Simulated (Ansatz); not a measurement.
A run of Ansatz 0.2.0:

The input run.py:

```python
import json

import ase.io
import numpy as np

import ansatz as az

atoms = ase.io.read("Ta2C.cif")
atoms.info.pop("occupancy", None)

calculation = (
    az.Crystal.from_ase(atoms)
    .calculation()
    .kpoints(10, 10, 6)
    .functional("pbesol")
    .pseudopotentials(kind="nc", accuracy="standard", xc_functional="pbesol")
    .scf(extra_bands=7)
    .occupations(method="tetrahedron")
    .density_of_states(energy_step=0.05, projected=True, nscf_kmesh=(15, 15, 9))
    .forces()
    .stress()
)
outcome = calculation.run(threads=2, events_out="events.jsonl")

report = outcome.report
for line in open("events.jsonl"):
    event = json.loads(line)
    if event["event"] == "scf_iter":
        d = event["data"]
        print(f"SCF {d['iter']:3d}  HF = {d['harris_foulkes_ev']:.6f} eV  dr2 = {d['dr2_ev']:.2e} eV")
    elif event["event"] in ("relax_step", "md_step"):
        d = event["data"]
        print(f"{event['event']} {d['step']:3d}  E = {d['lagrangian_ev']:.6f} eV")
np.set_printoptions(precision=5, suppress=True, linewidth=110)
print("converged:", report["converged"], "after", report["n_iterations"], "iterations")
print(f"free energy {report['free_energy_ev']:.6f} eV, Fermi level {report['fermi_energy_ev']:.4f} eV")
for key in ("band_edges_ev", "magnetization_mub", "site_moments_mub", "site_moments_nc_mub", "forces_ev_ang",
                "stress_gpa"):
    if report.get(key) is not None:
        print(key, np.array(report[key]), sep="\n")
```

Contents of Ta2C.cif:

```cif
data_Ta2C
_cell_length_a 3.10590000
_cell_length_b 3.10590000
_cell_length_c 4.94640000
_cell_angle_alpha 90.00000000
_cell_angle_beta 90.00000000
_cell_angle_gamma 120.00000000
_space_group_name_H-M_alt 'P1'
_space_group_name_Hall 'P 1'
_space_group_IT_number 1
loop_
_space_group_symop_operation_xyz
'x,y,z'
loop_
_atom_site_label
_atom_site_type_symbol
_atom_site_symmetry_multiplicity
_atom_site_Wyckoff_symbol
_atom_site_fract_x
_atom_site_fract_y
_atom_site_fract_z
_atom_site_occupancy
Ta1 Ta 1 a 0.6666666667 0.3333333333 0.7479900000 1
Ta2 Ta 1 a 0.3333333333 0.6666666667 0.2520100000 1
C1 C 1 a 0.0000000000 0.0000000000 0.0000000000 1
```

Potentials or basis: PseudoDojo PBEsol.

Run with:

```console
$ python run.py
```

Hardware: 2 threads of Arm Neoverse N1 (shared host).

Problem. Estimate the wall time of this run.

Solution. It took 34 s on 2 threads of Arm Neoverse N1, on a shared host, peak memory 0.73 GiB. Counts: scf iterations 7, plane waves 3513, k points 72, bands 22, engine runs 1.
